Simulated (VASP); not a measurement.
A run of VASP 6.6.1 is set up as follows.

File INCAR:

```
SYSTEM = Mg
  PREC = Accurate
  ENCUT = 520
  EDIFF = 1E-7
  ISMEAR = -1
  SIGMA = 0.1
  LREAL = .FALSE.
  LASPH = .TRUE.
  NELM = 80
  ALGO = Fast
  ISIF = 2
  LWAVE = .FALSE.
  LCHARG = .TRUE.
  GGA = CA
  LELF = .TRUE.
  LVHAR = .TRUE.
  NBANDS = 7
```

File KPOINTS:

```
Automatic mesh
0
G
  21 21 21
  0 0 0
```

POSCAR

```
Mg
1.0
   -1.7540232708      1.7540232708      1.7540232708
    1.7540232708     -1.7540232708      1.7540232708
    1.7540232708      1.7540232708     -1.7540232708
Mg
1
Direct
    0.0000000000      0.0000000000      0.0000000000
```

Potentials or basis: VASP PAW LDA potentials, release 64 (Mg).

Run with:

```sh
$ cat potpaw_LDA.64/Mg/POTCAR > POTCAR
$ mpirun -np 1 vasp_std > vasp.out
```

(1) Estimate the band gap on the k mesh.

(2) Estimate the pressure.

## Answers

(1) none (metal or under the smearing width).

(2) -0.3 GPa.
